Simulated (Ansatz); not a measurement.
Ti (Fm-3m), an elastic constant from a strain scan

Level of theory: Ansatz, DFT r2SCAN, scalar-relativistic, plane waves, PAW. The runs took a 500 eV cutoff, a Γ-centred 26×26×26 mesh and Gaussian smearing (0.15 eV). No spin polarisation. Energies are free energies at this smearing, counted from the undisturbed cell; pressure is positive in compression.

Zero of the scan (relaxed at this level; this fcc form isn't the usual structure):

```xyz
1
Lattice="0.0000 2.0552 2.0552 2.0552 0.0000 2.0552 2.0552 2.0552 0.0000" Properties=species:S:1:pos:R:3 pbc="T T T"
Ti    0.0000    0.0000    0.0000
```

The cell is strained by ε times the Voigt pattern (0, 0, 1, 0, 0, 0) (xx, yy, zz, yz, xz, xy; engineering shear) with fractional coordinates fixed. The cell holds 1 atom in V0 = 17.36 Å³. The stress column is τ = (1/V0) dE/dε, got from the stress tensor σ (compression positive) at each point as −det(1 + εP) σ : P(1 + εP)⁻¹, with P the pattern as a tensor.

| ε | ΔE (meV/atom) | τ (GPa) |
| --- | --- | --- |
| -0.0200 | 3.057 | -2.813 |
| -0.0150 | 1.727 | -2.102 |
| -0.0100 | 0.778 | -1.403 |
| -0.0050 | 0.204 | -0.716 |
| 0.0000 | 0.000 | -0.039 |
| 0.0050 | 0.161 | 0.627 |
| 0.0100 | 0.679 | 1.283 |
| 0.0150 | 1.550 | 1.928 |
| 0.0175 | 2.116 | 2.246 |
| 0.0200 | ? | ? |

Question: Which combination of elastic constants does this scan measure, and how large is it?

Answer: For small ε, τ = τ0 + Kε with K = pᵀCp, which for this pattern is C11 in the cubic axes. The parabola through τ at ε = -0.0050, 0 and 0.0050 has slope K = 134 GPa at zero. The energies per cell, E = NΔE, of the same two points give K = 2[E(ε₊)/ε₊ − E(ε₋)/ε₋]/[(ε₊ − ε₋)V0] = 135 GPa, in agreement.

Question: Predict the withheld row at ε = 0.0200 from the harmonic law, and compare.

Answer: ΔE = V0(τ0 ε + Kε²/2)/N = 2.826 meV/atom and τ = 2.65 GPa. The calculation gives 2.766 meV/atom and 2.56 GPa, a miss of 2.1 % of the harmonic energy, so the harmonic law still holds here.

In a metal these slopes depend on the k mesh and the smearing.

Cost: 10 runs of about 5 core-minutes in all, on Intel Xeon Platinum 8175M (Skylake/Cascade Lake) (shared hosts).